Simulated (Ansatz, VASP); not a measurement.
Given: the input of a run of VASP 6.6.1 on Cd.

Contents of INCAR:

```
SYSTEM = Cd
PREC     = Accurate       ! precision mode
ENCUT    = 520            ! plane-wave cutoff, eV
EDIFF    = 1E-7           ! SCF threshold, eV
ISMEAR   = -1             ! smearing method
SIGMA    = 0.05           ! smearing width, eV
LREAL    = .FALSE.        ! projectors in reciprocal space
LASPH    = .TRUE.         ! aspherical terms in the spheres
NELM     = 60             ! most SCF steps
ALGO     = Fast           ! electronic algorithm
ISIF     = 2              ! what is computed and relaxed
LWAVE    = .FALSE.        ! write WAVECAR
LCHARG   = .FALSE.        ! write CHGCAR
GGA      = CA             ! functional
NBANDS   = 19             ! bands
```

The input KPOINTS:

```
Automatic mesh
0
G
  10 10 5
  0 0 0
```

Contents of POSCAR:

```
Cd
1.0
    3.0180701533      0.0000000000      0.0000000000
   -1.5090350766      2.6137254232      0.0000000000
    0.0000000000      0.0000000000      5.6915749249
Cd
2
Direct
    0.6666666667      0.3333333333      0.7500000000
    0.3333333333      0.6666666667      0.2500000000
```

Potentials or basis: VASP PAW LDA potentials, release 64 (Cd).

Run with:

```console
$ cat potpaw_LDA.64/Cd/POTCAR > POTCAR
$ mpirun -np 1 vasp_std > vasp.out
```

**Question.** Translate it to Ansatz 0.2.0. Potentials there: all-electron LAPW, scalar-relativistic.

**Answer.** As run (the cutoff follows the program's own potentials):

input.yaml

```yaml
crystal:
  lattice:
    - [3.0180701533, 0.0, 0.0]
    - [-1.5090350766, 2.6137254232, 0.0]
    - [0.0, 0.0, 5.6915749249]
  atoms:
    - { symbol: Cd, position: [0.6666666667, 0.3333333333, 0.75] }
    - { symbol: Cd, position: [0.3333333333, 0.6666666667, 0.25] }
kpoints:
  mp_grid: { grid: [10, 10, 5] }
scf:
  occupations: { method: fermi_dirac, width: 0.05 }
hamiltonian:
  xc: lda
  pseudopotentials: { kind: all_electron, lapw: { basis_error: 0.001 } }
output:
  forces: true
  stress: true
  eigenvalues: true
```

Potentials or basis: all-electron LAPW, scalar-relativistic.

Run with:

```console
$ ansatz run input.yaml --threads 1 --pin off --max-ram 3072MiB --backend cpu --events-out ev --progress --plain --runs-dir out
```

Both were run:

|  | VASP | Ansatz | Ansatz less VASP |
| --- | --- | --- | --- |
| gap on the k mesh at the Fermi level (eV) | none | none | - |
| pressure (GPa) | -5.7 | -6.1 | -0.41 |
| largest component of the traceless stress (GPa) | 0.77 | 0.95 | +0.177 |

A gap of «none» marks a metal or a gap that the smearing closes. Ansatz ran all-electron here, so the differences hold the error of VASP's frozen core and of both bases.
